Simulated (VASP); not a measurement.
A run of VASP 6.6.1:

INCAR

```
SYSTEM = Sc
PREC = Accurate
ENCUT = 520
EDIFF = 1E-6
ISMEAR = 0
SIGMA = 0.1
LREAL = .False.
LASPH = .True.
NELM = 100
ALGO = Fast
ISIF = 2
LWAVE = .False.
LCHARG = .False.
LDIPOL = .True.
IDIPOL = 3
DIPOL = 0.5 0.5 0.294
GGA = PE
NBANDS = 12
```

Contents of KPOINTS:

```
regular mesh
0
Gamma
  20 20 1
  0 0 0
```

POSCAR

```
Sc
1.0
    2.9233412619      0.0000000000      0.0000000000
    0.0000000000      2.9235703851      0.0000000000
    0.0000000000      0.0000000000     23.8000000000
Sc
1
Direct
    0.0000000000      0.5000000000      0.2941176471
```

Potentials or basis: VASP PAW PBE potentials, release 64 (Sc_sv).

Run with:

```console
$ cat potpaw_PBE.64/Sc_sv/POTCAR > POTCAR
$ mpirun -np 1 vasp_std > vasp.out
```

Hardware: 1 thread of Intel(R) Xeon(R) Platinum 8259CL CPU @ 2.50GHz (Skylake/Cascade Lake), with other jobs on the host.

Problem. Estimate the wall time of this run.

Solution. Wall time 7 min on 1 thread of Intel(R) Xeon(R) Platinum 8259CL CPU @ 2.50GHz (Skylake/Cascade Lake), on a shared host, peak memory 0.5 GiB. Counts: scf iterations 21, k points 121.
